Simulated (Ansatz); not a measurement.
**ZnS under uniaxial strain: field gradients at the nuclei**

Cell: a COD entry, whose atoms a relaxation with PBE at fixed cell left in place.

```yaml
crystal:
  lattice:
    - [3.82270, 0.00000, 0.00000]
    - [-1.91135, 3.31056, 0.00000]
    - [0.00000, 0.00000, 6.26070]
  atoms:
    - { symbol: Zn, position: [0.33333, 0.66667, 0.00000] }
    - { symbol: Zn, position: [0.66667, 0.33333, 0.50000] }
    - { symbol: S, position: [0.33333, 0.66667, 0.37480] }
    - { symbol: S, position: [0.66667, 0.33333, 0.87480] }
```

Sites (sets of like atoms) are named by element and the number of their first atom in this list.

Computed with Ansatz: DFT, PBE, plane waves and PAW, scalar-relativistic, 420 eV cutoff, Γ-centred 13×13×7 k-points, Fermi–Dirac smearing 0.02 eV.

The cell is stretched along z (the third Cartesian axis of the run's cell), x and y held, and the ions relax again each time.

| strain along z (%) | Zn: V along z (10²¹ V/m²) | S: V along z (10²¹ V/m²) |
| --- | --- | --- |
| -3 | -0.18 | -0.76 |
| -2 | -0.12 | -0.43 |
| -1 | -0.05 | -0.09 |
| 0 | 0.05 | 0.22 |
| +1 | 0.11 | 0.56 |
| +2 | 0.22 | 0.86 |
| +3 | ? | ? |

Task: Estimate the row at +3 % from the others.

Result: Zn: 0.31; S: 1.17. Worked for Zn: a straight line through the other 6 rows has a slope of 0.079 × 10²¹ V/m² per per cent of strain and gives 0.28 at +3 %, against 0.31 from the run; over all rows the step per per cent runs from 0.067 at the compressed end to 0.097 at the stretched end. For 67Zn that is 0.23 MHz of C_Q per per cent. Worked for S: a straight line through the other 6 rows has a slope of 0.326 × 10²¹ V/m² per per cent of strain and gives 1.20 at +3 %, against 1.17 from the run, so the response is nearly linear here. For ³³S that is −0.55 MHz of C_Q per per cent.
